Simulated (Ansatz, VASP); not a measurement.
# One calculation of Ca, two programs

The input INCAR:

```
SYSTEM = Ca
  PREC = Accurate
  ENCUT = 520
  EDIFF = 1E-6
  ISMEAR = -1
  SIGMA = 0.02
  LREAL = .False.
  LASPH = .True.
  NELM = 60
  ALGO = Fast
  ISIF = 2
  LWAVE = .False.
  LCHARG = .False.
  GGA = PE
  NBANDS = 11
```

KPOINTS

```
Automatic mesh
0
Gamma
  4 4 4
  0 0 0
```

Contents of POSCAR:

```
Ca
1.0
   -2.2400000000      2.2400000000      2.2400000000
    2.2400000000     -2.2400000000      2.2400000000
    2.2400000000      2.2400000000     -2.2400000000
Ca
1
Direct
    0.0000000000      0.0000000000      0.0000000000
```

File input.yaml:

```yaml
crystal:
  lattice:
    - [-2.24, 2.24, 2.24]
    - [2.24, -2.24, 2.24]
    - [2.24, 2.24, -2.24]
  atoms:
    - { symbol: Ca, position: [0.0, 0.0, 0.0] }
kpoints:
  mp_grid: { grid: [4, 4, 4] }
scf:
  occupations: { method: fermi_dirac, width: 0.02 }
hamiltonian:
  xc: pbe
  pseudopotentials: { kind: all_electron, lapw: { basis_error: 0.002 } }
output:
  forces: true
  stress: true
  eigenvalues: true
```

This isn't the form of Ca at room conditions, which is fcc.

Alike in both runs: task single point; functional PBE; k mesh 4 × 4 × 4; occupations fermi-dirac, width 0.02 eV; no spin polarisation.

```csv
,VASP,Ansatz
version,VASP 6.6.1,Ansatz 0.2.0
potentials or method,"VASP PAW PBE potentials, release 64 (Ca_sv)","all-electron LAPW, scalar-relativistic"
plane-wave cutoff (eV),520,see its input
```

|  | VASP | Ansatz | Ansatz less VASP |
| --- | --- | --- | --- |
| gap on the k mesh at the Fermi level (eV) | none | none | - |
| pressure (GPa) | -0.8 | -0.8 | +0.02 |

A gap of «none» marks a metal or a gap that the smearing closes. Ansatz ran all-electron here, so the differences hold the error of VASP's frozen core and of both bases.

Caveats: the k mesh is coarse (spacing up to 0.50 Å⁻¹), so the values aren't converged; the k mesh is thin for a metal, which can move the energy by tens of meV per atom (Ansatz).
